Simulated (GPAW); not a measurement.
A run of GPAW 26.7.0 is set up as follows.

run.py

```python
import numpy as np
from ase import Atoms
from ase.dft.bandgap import bandgap
from ase.io import write
from ase.units import GPa
from gpaw import GPAW, PW
from gpaw.spinorbit import soc_eigenstates

atoms = Atoms(['Ga', 'N'],
              cell=[[0.0, 2.2535006075, 2.2535006075],
                    [2.2535006075, 0.0, 2.2535006075],
                    [2.2535006075, 2.2535006075, 0.0]],
              scaled_positions=[[0.0, 0.0, 0.0],
                                [0.25, 0.25, 0.25]],
              pbc=True)

calc = GPAW(mode=PW(800),
            xc='PBE',
            kpts={'size': (10, 10, 10), 'gamma': True},
            occupations={'name': 'fermi-dirac', 'width': 0.05},
            nbands=11,
            convergence={'density': 1e-05, 'energy': 1e-05},
            maxiter=150,
            txt='gpaw.txt')
atoms.calc = calc
energy = atoms.get_potential_energy()
forces = atoms.get_forces()
stress = atoms.get_stress()
calc.write('gs.gpw')
write('result.traj', atoms)
print(f'Energy: {energy:.6f} eV')
print('Forces (eV/A):')
print(forces.round(4))
print('Stress (GPa):', (stress / GPa).round(3))
print('Fermi level:', round(calc.get_fermi_level(), 4), 'eV')
print(f'Gap: {bandgap(calc)[0]:.4f} eV, direct: {bandgap(calc, direct=True)[0]:.4f} eV')

path = atoms.cell.bandpath('GXWKGLUWLK,UX', npoints=80, eps=1e-4)
bs_calc = calc.fixed_density(kpts=path, symmetry='off', nbands=19,
                             convergence={'bands': 'CBM+6.0', 'eigenstates': 1e-6}, txt='bands.txt')
bs = bs_calc.band_structure()
bs.write('bs.json')
print(f'Gap on the path: {bandgap(bs_calc)[0]:.4f} eV')

soc = soc_eigenstates(bs_calc, theta=54.7, phi=45)
np.savetxt('soc_bands.dat', soc.eigenvalues(), fmt='%.4f')
mesh = soc_eigenstates('gs.gpw', theta=54.7, phi=45)
np.savetxt('soc_mesh.dat', mesh.eigenvalues(), fmt='%.4f')
print('Fermi level with spin-orbit coupling:', round(mesh.fermi_level, 4), 'eV')
```

Potentials or basis: GPAW PAW data sets (gpaw-data 1.2.1), pw.

Command:

```bash
$ OMP_NUM_THREADS=1 python run.py
```

Task: Estimate the pressure.

Result: 12.6 GPa.

Task: Predict the band gap on the k mesh.

Result: 1.83 eV, direct.

Task: Predict the band gap along the path.

Result: 1.83 eV, direct.

Levels at the corners of the path, in eV from the valence-band top:
| point | band 4 | band 5 | band 6 | band 7 | band 8 | band 9 | band 10 | band 11 | band 12 |
| --- | --- | --- | --- | --- | --- | --- | --- | --- | --- |
| Γ | -0.03 | 0.00 | 0.00 | 0.00 | 0.00 | 1.83 | 1.83 | 10.18 | 10.18 |
| X | -6.18 | -2.68 | -2.68 | -2.63 | -2.63 | 3.39 | 3.39 | 6.76 | 6.76 |
| W | -5.63 | -3.77 | -3.76 | -3.60 | -3.55 | 6.29 | 6.30 | 8.50 | 8.51 |
| K | -5.82 | -4.28 | -4.24 | -2.15 | -2.14 | 5.06 | 5.06 | 7.97 | 7.97 |
| Γ | -0.03 | 0.00 | 0.00 | 0.00 | 0.00 | 1.83 | 1.83 | 10.18 | 10.18 |
| L | -6.99 | -0.98 | -0.98 | -0.94 | -0.94 | 4.74 | 4.74 | 8.81 | 8.81 |
| U | -5.82 | -4.28 | -4.24 | -2.15 | -2.14 | 5.06 | 5.06 | 7.97 | 7.97 |
| W | -5.63 | -3.77 | -3.76 | -3.60 | -3.55 | 6.29 | 6.30 | 8.50 | 8.51 |
| L | -6.99 | -0.98 | -0.98 | -0.94 | -0.94 | 4.74 | 4.74 | 8.81 | 8.81 |
| K | -5.82 | -4.28 | -4.24 | -2.15 | -2.14 | 5.06 | 5.06 | 7.97 | 7.97 |
| U | -5.82 | -4.28 | -4.24 | -2.15 | -2.14 | 5.06 | 5.06 | 7.97 | 7.97 |
| X | -6.18 | -2.68 | -2.68 | -2.63 | -2.63 | 3.39 | 3.39 | 6.76 | 6.76 |

Caveat: spin-orbit coupling was added after a scalar SCF, so levels and gaps hold it while energy, forces, pressure and moments don't; this program's spin-orbit splittings come out too wide for heavy elements.

**The experiment to reproduce.**

From a printed reference work, textbook, for a bulk crystal of GaN at 0 K: band gap 3.299 eV (direct).

Against the measured gap of GaN, 3.299 eV (direct; 0 K; a printed reference work, textbook), the calculated 1.83 eV is off by -1.47 eV. The value is that of PBE, without temperature or zero-point motion. Semilocal functionals fall short of measured gaps as a rule. The cell is a database's relaxed one, not the measured one, which moves gaps too.
